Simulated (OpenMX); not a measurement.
CsI under changes of volume

One of the cells (47.619 Å³/atom); the others are scaled copies at fixed shape and fractional positions:

```
Cs I
1.0
     4.56670    0.00000    0.00000
     0.00000    4.56670    0.00000
     0.00000    0.00000    4.56670
Cs I
1 1
Direct
  0.00000 0.00000 0.00000
  0.50000 0.50000 0.50000
```

| Quantity | Value |
| --- | --- |
| Program | OpenMX 3.8.5 |
| Functional | PBE |
| Potentials or basis | OpenMX 2013 PBE set, Cs12.0-s2p2d1, I7.0-s3p2d2, fixed grid of 48 × 48 × 48 points |
| k mesh | 7 × 7 × 7 |
| Occupations | fermi-dirac, width 0.05 eV |
| Spin | no spin polarisation |

```csv
volume (Å³/atom),energy over the lowest point (meV/atom),gap on the mesh (eV)
44.762,32.38,4.17
45.714,?,?
46.666,14.37,4.25
47.619,8.44,4.21
48.571,4.19,4.14
49.523,1.38,4.07
50.476,0.00,4.01
```

Q: What does the run at 45.714 Å³/atom give?

A: Energy over the lowest point 22.29 meV/atom; gap on the mesh 4.21 eV.

Worked out: A Birch-Murnaghan fit of order 3 (a polynomial in V^(-2/3)) to the other rows has its minimum at 51.18 Å³/atom, just outside them, with B0 = V·E''(V) = 9.6 GPa and B' = 5.9. It gives 22.29 meV/atom at 45.714 Å³/atom, against the run's 22.29. A parabola through the other rows of the gap, of slope 1.11 eV per unit of ln V there, gives 4.22 eV, against the run's 4.21.

Energies are extrapolated to zero smearing.

Caveats: spin-orbit coupling is left out, which moves the levels of the heavy elements; an odd mesh through Γ misses points on the zone boundary, where band edges often lie; the basis of atomic orbitals isn't converged, which shifts pressures, moduli and gaps.
